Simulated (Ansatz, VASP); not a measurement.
## Two plane-wave programs on Si

Contents of INCAR:

```
PREC = Accurate ; ENCUT = 520
EDIFF = 1E-6 ; ISMEAR = -1
SIGMA = 0.02 ; LREAL = False
LASPH = True ; NELM = 80
ALGO = Normal ; ISIF = 2
LWAVE = False ; LCHARG = True
GGA = PE ; LELF = True
LVHAR = True ; NBANDS = 16
```

KPOINTS

```
regular mesh
0
Gamma
  12 12 4
```

Contents of POSCAR:

```
Si
1.0
    3.6788443766      0.0000000000      0.0000000000
   -1.8394221883      3.1859726867      0.0000000000
    0.0000000000      0.0000000000      6.4357401288
Si
4
Direct
    0.3333333333      0.6666666667      0.0044737245
    0.6666666667      0.3333333333      0.5044737245
    0.3333333333      0.6666666667      0.3705262755
    0.6666666667      0.3333333333      0.8705262755
```

Input for Ansatz:

```yaml
crystal:
  lattice:
    - [3.6788443766, 0.0, 0.0]
    - [-1.8394221883, 3.1859726867, 0.0]
    - [0.0, 0.0, 6.4357401288]
  atoms:
    - { symbol: Si, position: [0.3333333333, 0.6666666667, 0.0044737245] }
    - { symbol: Si, position: [0.6666666667, 0.3333333333, 0.5044737245] }
    - { symbol: Si, position: [0.3333333333, 0.6666666667, 0.3705262755] }
    - { symbol: Si, position: [0.6666666667, 0.3333333333, 0.8705262755] }
kpoints:
  mp_grid: { grid: [12, 12, 4] }
  band_path:
    path:
      - [0.0, 0.0, 0.0]
      - [0.5, 0.0, 0.0]
      - [0.3333333333, 0.3333333333, 0.0]
      - [0.0, 0.0, 0.5]
      - [0.5, 0.0, 0.5]
      - [0.3333333333, 0.3333333333, 0.5]
    npoints: 1
hamiltonian:
  xc: pbe
scf:
  occupations: { method: fermi_dirac, width: 0.02 }
  n_extra_bands: 5
output:
  forces: true
  stress: true
  eigenvalues: true
  write_density: true
  write_potential: true
  elf: true
  volumetric_format: npy
```

Change from the starting cell: epitaxial_xy strain -4.0%.

Alike in both runs: task single point; functional PBE; k mesh 12 × 12 × 4; occupations fermi-dirac, width 0.02 eV; no spin polarisation.

|  | VASP | Ansatz |
| --- | --- | --- |
| version | VASP 6.6.1 | Ansatz 0.2.0 |
| potentials or method | VASP PAW PBE potentials, release 64 (Si) | plane waves, PAW |
| plane-wave cutoff (eV) | 520 | 420 |
| valence electrons in the cell | 16 | 16 |

VASP gave:

| Item | Value |
| --- | --- |
| pressure (GPa) | 8.2 |
| largest component of the traceless stress (GPa) | 6.87 |
| rms of the force components (eV/Å) | 0.016 |

Task: What did Ansatz give for the same quantities?

Result: Pressure (GPa): 8.3; largest component of the traceless stress (GPa): 6.83; rms of the force components (eV/Å): 0.018.

Atom by atom the forces differ by 0.002 eV/Å (rms over components). With one functional, cell and mesh, what is left measures potentials, basis and numerics.
